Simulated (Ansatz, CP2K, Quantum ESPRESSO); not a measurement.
## AlFe: programs and potentials compared

```
Fe Al
1.0
     2.91000    0.00000    0.00000
     0.00000    2.91000    0.00000
     0.00000    0.00000    2.91000
Fe Al
1 1
Direct
  0.51559 0.50657 0.47597
  0.01707 0.01564 0.98906
```

Atoms were shifted at random by some hundredths of an Å from the given cell, which wasn't relaxed again for these runs.

Alike in all runs: task single point; functional PBEsol; k mesh 9 × 9 × 9; occupations fermi-dirac, width 0.05 eV; collinear spin, ferromagnetic start; no spin-orbit coupling. Pressure is positive in compression and, in plane waves, holds the error of the finite cutoff, which Ansatz's Pulay term estimates and takes out.

```tsv
program and potentials	plane-wave cutoff (eV)	notes	pressure (GPa)	net moment per atom (μB)	largest force (eV/Å)	energy over the undisturbed cell (meV/atom)
Ansatz, Ansatz PAW	420	potentials made for PBE, which Ansatz adapts in part	?	?	?	?
CP2K, POTENTIAL_UZH Fe GTH-PBE-q16, Al GTH-PBE-q3; TZVP-MOLOPT-PBE-GTH basis	-	atomic basis; potentials made for PBE	-9.13	0.36	0.333	-
Ansatz, all-electron LAPW, scalar-relativistic	-	-	-11.13	0.33	0.317	-
Quantum ESPRESSO, GBRV 1.5 PBEsol	762	-	-11.09	0.34	0.319	3.71
```

Question: Estimate from the other rows what the run with Ansatz, Ansatz PAW gave.

Answer: Pressure -11.09 GPa; net moment per atom 0.33 μB; largest force 0.317 eV/Å; energy over the undisturbed cell 3.69 meV/atom. Its pressure holds a Pulay term of +0.07 GPa. The other rows, which needn't bracket it: pressure -11.13 to -9.13; net moment per atom 0.33 to 0.36; largest force 0.317 to 0.333; energy over the undisturbed cell 3.71.
